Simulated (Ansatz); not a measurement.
# AlAu (Pm-3m) in Ansatz: further runs

One crystal, AlAu, is run at these levels: PBEsol; tasks: single point, equation of state.

All numbers are computed with Ansatz 0.2.0; they aren't measurements. Logs are shortened: lines on timing, memory, paths and dates and some standing lists are left out, and cuts for length are marked.

**1. Starting point**

Symmetry: Pm-3m, No. 221, cubic system. The conventional cell has a = 3.224 Å, b = 3.224 Å, c = 3.224 Å, α = 90.00°, β = 90.00°, γ = 90.00°. Around Au (site symmetry m-3m) lie 8 Al at 2.79 Å. Around Al (site symmetry m-3m) lie 8 Au at 2.79 Å.

The cell comes from a database or a generator and needn't be the stable form of this composition.

**2. Single point, PBEsol, 15.75 Å³/atom (volume scaled by 0.94)**

input.yaml reads:

```yaml
crystal:
  lattice:
    - [3.1581287985, 0.0, 0.0]
    - [0.0, 3.1581287985, 0.0]
    - [0.0, 0.0, 3.1581287985]
  atoms:
    - { symbol: Au, position: [0.5, 0.5, 0.5] }
    - { symbol: Al, position: [0.0, 0.0, 0.0] }
hamiltonian:
  xc: pbesol
  pseudopotentials: { kind: paw }
kpoints:
  mp_grid: { grid: [8, 8, 8] }
scf:
  occupations: { method: fermi_dirac, width: 0.05 }
output:
  forces: true
  stress: true
  eigenvalues: true
```

Potentials or basis: Ansatz PAW.

Run with:

```
ansatz run input.yaml --threads 2 --pin off --max-ram 5632MiB --backend cpu --events-out ev --progress --plain --runs-dir out
```

Standard output:

```text
Warning: RAYON_NUM_THREADS=2 ignored (pool sized by the plan → 2); use --threads N
Engine: ansatz 0.2.0, x86_64-unknown-linux-gnu
Pseudopotentials: kind: paw
Pseudopotential: Au, paw, valence charge 19, recommended cutoff 420 eV (normal), Au.paw.azcp
Pseudopotential: Al, paw, valence charge 3, recommended cutoff 420 eV (normal), Al.paw.azcp
Functional definition: PBEsol
  exchange = pbesol_x
  correlation = pbesol_c
Crystal: 2 atoms, lattice volume = 31.498 Å³
Basis set: ecut = 420 eV, 619 PW (Γ), exchange–correlation on 48×48×48 points (8 copies of the dense FFT grid, shifted against one another)
Bands: 15, of which v1, the nominal top of the filled ones, is band 11 counted from 1 (10 counted from 0)
Symmetry: 48 space group operations
Space group: Pm-3m (ITA 221), of the structure as read, at distance tolerance 3.2e-5 Å
k-points: 35 of 512
Non-local potential: Au, projectors of the file, l = 0: 3, l = 1: 2, l = 2: 2, l = 3: 1
Non-local potential: Al, projectors of the file, l = 0: 2, l = 1: 2, l = 2: 1
PAW form: soft (Blöchl's): semilocal exchange-correlation on the pseudo side does not see the compensation charge
PAW frozen core: Au, regenerated for the run's functional, and the local potential with it (the file was generated under x = pbe(κ = 0.804, μ = 0.2195149727645171), c = pbe(β = 0.06672455060314922))
PAW frozen core: Al, regenerated for the run's functional, and the local potential with it (the file was generated under x = pbe(κ = 0.804, μ = 0.2195149727645171), c = pbe(β = 0.06672455060314922))
PAW one-centre angular grid: Au, 590 points (default); XC on 64 Gauss nodes
PAW one-centre angular grid: Al, 110 points (default); XC on 64 Gauss nodes
Initial density: superposition of atomic densities (neutral atoms: chi_scale 0, normalization atom), corrected by the library's trained network
Initial wavefunctions: pseudopotential atomic-orbital guess
Functional: x = pbesol(κ = 0.804, μ = 0.12345679012345678), c = pbesol(β = 0.046)
SCF iter   1: F=—  HF=-13532.202001 eV  |F-HF|=—  |Δ(HF+E_count)|=         —  Δρ=4.19e-3  dr2=5.72e-3  ethr=1.77e-3  ⟨swp⟩=4.9  Hψ=2514  notcnv=0
preconditioner: auto → none  [metal: Δε(μ)=0.084 eV  Ē_g=10.545 eV  σ=0.050 eV  W_gap=0.35  n_scr=6 (ndim 8)  ℏωp=24.8 eV  f_vac=0.000  D(μ)=1.03/eV (n_scr^D=6)  sad-step TF]
SCF iter   2: F=—  HF=-13532.201202 eV  |F-HF|=—  |Δ(HF+E_count)|=   7.99e-4  Δρ=2.54e-3  dr2=2.26e-3  ethr=2.60e-5  ⟨swp⟩=1.1  Hψ=809  notcnv=0
SCF iter   3: F=—  HF=-13532.200499 eV  |F-HF|=—  |Δ(HF+E_count)|=   7.04e-4  Δρ=5.54e-4  dr2=1.18e-4  ethr=1.03e-5  ⟨swp⟩=2.4  Hψ=732  notcnv=0
SCF iter   4: F=—  HF=-13532.200474 eV  |F-HF|=—  |Δ(HF+E_count)|=   2.49e-5  Δρ=3.52e-4  dr2=4.97e-5  ethr=5.35e-7  ⟨swp⟩=2.2  Hψ=864  notcnv=0
SCF iter   5: F=—  HF=-13532.200448 eV  |F-HF|=—  |Δ(HF+E_count)|=   2.64e-5  Δρ=1.56e-4  dr2=9.04e-6  ethr=2.26e-7  ⟨swp⟩=1.4  Hψ=588  notcnv=0
SCF iter   6: F=—  HF=-13532.200445 eV  |F-HF|=—  |Δ(HF+E_count)|=   2.33e-6  Δρ=3.13e-5  dr2=3.73e-7  ethr=4.11e-8  ⟨swp⟩=2.7  Hψ=772  notcnv=0
SCF iter   7: F=-13532.200445 eV  HF=-13532.200445 eV  |F-HF|=5.12e-9  |Δ(HF+E_count)|=   1.00e-7  Δρ=3.82e-6  dr2=5.56e-9  ethr=4.55e-10  ⟨swp⟩=4.4  Hψ=1730  notcnv=0
SCF 1 converged in 7 iterations: F = -13532.200445 eV  dr2 = 5.56e-9
SCF converged after 7 iterations
Free energy (F): -13532.200445 eV
Harris-Foulkes:  -13532.200445 eV  (|F-HF|=5.12e-9)
Internal energy: -13532.192317 eV  (E = F + TS)
E sigma→0 (E₀):  -13532.196381 eV
Entropy (-TS):   -0.008128 eV (-4.064 meV/atom)
Fermi energy:    16.379781 eV
--- Per-component energies (eV) ---
  E_band       = -284.602618
  E_kinetic    = 629.672911
  E_local      = -2388.937307  (includes V_loc(G=0)·N_el)
  E_nonlocal   = 84.219483
  E_hartree    = 1031.242222
  E_xc         = -267.994636
  E_vxc        = -306.504536  (∫ρ·V_xc dr)
  E_paw        = -10018.998529  (= ΣΔE_a)
  E_vpaw       = -365.543716  (= ΣTr[D̂ρ^β])
  E_aug_tail   = 0.001374  (compensation charges beyond the density's cutoff)
  E_ewald      = -2601.726453
  E_core_change = 0.328618  (= ΣΔE_core)
  E_smearing   = -0.008128  (= −TS)
  E_closure    = 0.000000  (closes the sum)
  Σ components = -13532.200445   (vs F -13532.200445, Δ=0.00e0)
--- Forces (eV/Å), atoms counted from 1 ---
  atom   1  Au     0.00000000    -0.00000000    -0.00000000
  atom   2  Al    -0.00000000    -0.00000000     0.00000000
  max |Σ_I F_I| component: 1.03e-28 eV/Å
--- Stress (GPa, compression-positive) ---
        2.239446       0.000000       0.000000
        0.000000       2.239446       0.000000
        0.000000      -0.000000       2.239446
  P = ⅓ Tr σ = 2.2394 GPa (22.394 kbar)
--- Band table (eV; the first three rows and the last of 35) ---
  k-point 0: bands = ["-90.7208", "-42.0828", "-42.0828", "-42.0828", "4.4269", "9.3126", "9.3126", "11.4375", "11.4375", "11.4375", "19.2077", "19.2077", "19.2077", "23.7075", "23.8595"]
  k-point 1: bands = ["-90.7206", "-42.0886", "-42.0824", "-42.0824", "4.6939", "9.3669", "9.4157", "11.2680", "11.2680", "11.4560", "17.5604", "19.6231", "19.6231", "23.5519", "23.8971"]
  k-point 2: bands = ["-90.7203", "-42.1025", "-42.0814", "-42.0814", "5.4620", "9.5025", "9.5956", "10.9000", "10.9000", "11.5012", "15.1781", "20.7266", "20.7266", "22.8513", "24.2620"]
  k-point 34: bands = ["-90.7181", "-42.1152", "-42.1152", "-42.1152", "8.7669", "8.7669", "8.7669", "12.4194", "12.4194", "16.1000", "17.0938", "17.0938", "17.0938", "18.7674", "20.1976"]
```

Run time: 1.5 s. Hardware: 2 threads of Intel Xeon at 2.50GHz (Skylake/Cascade Lake), shared host; peak memory 0.31 GiB.

What came out:

| Property | Result |
| --- | --- |
| Free energy | -13532.2004 eV |
| Pressure | 2.2 GPa |
| Band gap on the k mesh | none (metal or under the smearing width) |

Caveat: the PAW data sets come from PBE, with cores solved anew for the run's functional, which leaves a small shift of forces and pressure.

**3. Single point, PBEsol, 16.08 Å³/atom (volume scaled by 0.96)**

input.yaml: that of step 2 with these lines changed.

```diff
@@ -2,5 +2,5 @@
   lattice:
-    - [3.1581287985, 0.0, 0.0]
-    - [0.0, 3.1581287985, 0.0]
-    - [0.0, 0.0, 3.1581287985]
+    - [3.1803698749, 0.0, 0.0]
+    - [0.0, 3.1803698749, 0.0]
+    - [0.0, 0.0, 3.1803698749]
   atoms:
```

Potentials or basis: Ansatz PAW.

Run with:

```
ansatz run input.yaml --threads 2 --pin off --max-ram 5632MiB --backend cpu --events-out ev --progress --plain --runs-dir out
```

Run time: 1.5 s. Hardware: 2 threads of Intel Xeon at 2.50GHz (Skylake/Cascade Lake), shared host; peak memory 0.31 GiB.

Results (log left out):

```
Free energy            : -13532.2038 eV
Pressure               : -0.6 GPa
Band gap on the k mesh : none (metal or under the smearing width)
```

Caveat: the PAW data sets come from PBE, with cores solved anew for the run's functional, which leaves a small shift of forces and pressure.

**4. Single point, PBEsol, 16.42 Å³/atom (volume scaled by 0.98)**

input.yaml: that of step 3 with these lines changed.

```diff
@@ -2,5 +2,5 @@
   lattice:
-    - [3.1803698749, 0.0, 0.0]
-    - [0.0, 3.1803698749, 0.0]
-    - [0.0, 0.0, 3.1803698749]
+    - [3.2023041534, 0.0, 0.0]
+    - [0.0, 3.2023041534, 0.0]
+    - [0.0, 0.0, 3.2023041534]
   atoms:
@@ -19 +19,5 @@
   eigenvalues: true
+  write_density: true
+  write_potential: true
+  elf: true
+  volumetric_format: npy
```

Run with:

```
ansatz run input.yaml --threads 2 --pin off --max-ram 5632MiB --backend cpu --events-out ev --progress --plain --runs-dir out
```

It took 1.8 s on 2 threads of Intel Xeon at 2.50GHz (Skylake/Cascade Lake), shared host; peak memory 0.32 GiB.

Results (log left out):

| Item | Value |
| --- | --- |
| Free energy | -13532.1963 eV |
| Pressure | -3.0 GPa |
| Band gap on the k mesh | none (metal or under the smearing width) |

Caveat: the PAW data sets come from PBE, with cores solved anew for the run's functional, which leaves a small shift of forces and pressure.

**5. Single point, PBEsol, 16.75 Å³/atom**

input.yaml reads:

```yaml
crystal:
  lattice:
    - [3.223942, 0.0, 0.0]
    - [0.0, 3.223942, 0.0]
    - [0.0, 0.0, 3.223942]
  atoms:
    - { symbol: Au, position: [0.5, 0.5, 0.5] }
    - { symbol: Al, position: [0.0, 0.0, 0.0] }
hamiltonian:
  xc: pbesol
  pseudopotentials: { kind: paw }
kpoints:
  mp_grid: { grid: [8, 8, 8] }
scf:
  occupations: { method: fermi_dirac, width: 0.05 }
output:
  forces: true
  stress: true
  eigenvalues: true
```

Run with:

```
ansatz run input.yaml --threads 2 --pin off --max-ram 5632MiB --backend cpu --events-out ev --progress --plain --runs-dir out
```

Run time: 1.4 s. Hardware: 2 threads of Intel Xeon at 2.50GHz (Skylake/Cascade Lake), shared host; peak memory 0.32 GiB.

The run converged. Its results:

| Quantity | Value |
| --- | --- |
| Free energy | -13532.1790 eV |
| Pressure | -5.2 GPa |
| Band gap on the k mesh | none (metal or under the smearing width) |

Caveat: the PAW data sets come from PBE, with cores solved anew for the run's functional, which leaves a small shift of forces and pressure.

**6. Single point, PBEsol, 17.09 Å³/atom (volume scaled by 1.02)**

input.yaml: that of step 5 with these lines changed.

```diff
@@ -2,5 +2,5 @@
   lattice:
-    - [3.223942, 0.0, 0.0]
-    - [0.0, 3.223942, 0.0]
-    - [0.0, 0.0, 3.223942]
+    - [3.2452932315, 0.0, 0.0]
+    - [0.0, 3.2452932315, 0.0]
+    - [0.0, 0.0, 3.2452932315]
   atoms:
```

Potentials or basis: Ansatz PAW.

Run with:

```
ansatz run input.yaml --threads 2 --pin off --max-ram 5632MiB --backend cpu --events-out ev --progress --plain --runs-dir out
```

Run time: 1.6 s. Hardware: 2 threads of Intel Xeon at 2.50GHz (Skylake/Cascade Lake), shared host; peak memory 0.32 GiB.

Results (log left out):

| Item | Value |
| --- | --- |
| Free energy | -13532.1535 eV |
| Pressure | -7.0 GPa |
| Band gap on the k mesh | none (metal or under the smearing width) |

Caveat: the PAW data sets come from PBE, with cores solved anew for the run's functional, which leaves a small shift of forces and pressure.

**7. Single point, PBEsol, 17.42 Å³/atom (volume scaled by 1.04)**

input.yaml: that of step 6 with these lines changed.

```diff
@@ -2,5 +2,5 @@
   lattice:
-    - [3.2452932315, 0.0, 0.0]
-    - [0.0, 3.2452932315, 0.0]
-    - [0.0, 0.0, 3.2452932315]
+    - [3.2663671547, 0.0, 0.0]
+    - [0.0, 3.2663671547, 0.0]
+    - [0.0, 0.0, 3.2663671547]
   atoms:
@@ -19 +19,5 @@
   eigenvalues: true
+  write_density: true
+  write_potential: true
+  elf: true
+  volumetric_format: npy
```

Run with:

```
ansatz run input.yaml --threads 2 --pin off --max-ram 5632MiB --backend cpu --events-out ev --progress --plain --runs-dir out
```

It took 1.7 s on 2 threads of Intel Xeon at 2.50GHz (Skylake/Cascade Lake), shared host; peak memory 0.32 GiB.

It converged, with:

* Free energy: -13532.1210 eV
* Pressure: -8.5 GPa
* Band gap on the k mesh: none (metal or under the smearing width)

Caveat: the PAW data sets come from PBE, with cores solved anew for the run's functional, which leaves a small shift of forces and pressure.

**8. Single point, PBEsol, 17.76 Å³/atom (volume scaled by 1.06)**

input.yaml reads:

```yaml
crystal:
  lattice:
    - [3.2871726019, 0.0, 0.0]
    - [0.0, 3.2871726019, 0.0]
    - [0.0, 0.0, 3.2871726019]
  atoms:
    - { symbol: Au, position: [0.5, 0.5, 0.5] }
    - { symbol: Al, position: [0.0, 0.0, 0.0] }
hamiltonian:
  xc: pbesol
  pseudopotentials: { kind: paw }
kpoints:
  mp_grid: { grid: [8, 8, 8] }
scf:
  occupations: { method: fermi_dirac, width: 0.05 }
output:
  forces: true
  stress: true
  eigenvalues: true
```

Run with:

```
ansatz run input.yaml --threads 2 --pin off --max-ram 5632MiB --backend cpu --events-out ev --progress --plain --runs-dir out
```

Run time: 1.5 s. Hardware: 2 threads of Intel Xeon at 2.50GHz (Skylake/Cascade Lake), shared host; peak memory 0.32 GiB.

Results (log left out):

```
Free energy            : -13532.0828 eV
Pressure               : -9.8 GPa
Band gap on the k mesh : none (metal or under the smearing width)
```

Caveat: the PAW data sets come from PBE, with cores solved anew for the run's functional, which leaves a small shift of forces and pressure.

**9. Equation of state, PBEsol**

Potentials or basis: Ansatz PAW.

This step only gathers the single runs of the series.

Results:

| Item | Value |
| --- | --- |
| Equilibrium volume | 16.01 Å³/atom |
| Bulk modulus | 132 GPa |
| Pressure derivative of the bulk modulus | 6.3 (rough: it moves with the points fitted) |

Energy against volume, from the lowest point:
```csv
volume (Å³/atom),energy (meV/atom)
15.749,1.70
16.084,0.00
16.419,3.78
16.755,12.40
17.090,25.16
17.425,41.40
17.760,60.54
```
